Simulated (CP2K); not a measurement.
The system is Ga.

```
Ga
1.0
     2.71648    0.00000    0.00000
     0.00000    2.71648    0.00000
     0.00000    0.00000    2.71648
Ga
1
Cartesian
  0.0000 0.0000 0.0000
```

The cell was built by a generator and needn't be a form met in nature.

Base run:

```yaml
Program: CP2K 2026.2
Functional: PBE
Potentials_or_basis: POTENTIAL_UZH Ga GTH-PBE-q13; TZVP-MOLOPT-PBE-GTH basis
Density_cutoff: 6123 eV
k_mesh: 10 × 10 × 10
Occupations: fermi-dirac, width 0.05 eV
Spin: no spin polarisation
```

Its results: band gap on the k mesh none (metal or under the smearing width); pressure 0.5 GPa.

The run is repeated on the same cell with these changes: functional from PBE to PBEsol. What comes out?

Band gap on the k mesh none (metal or under the smearing width); pressure -2.6 GPa.

PBEsol binds more tightly than PBE, so the same cell stands under less pressure.

Caveats: the basis of atomic orbitals isn't converged, which shifts pressures, moduli and gaps; the potentials were made for another functional, which shifts forces and pressure (some runs).

Not every run made on this cell is shown here.
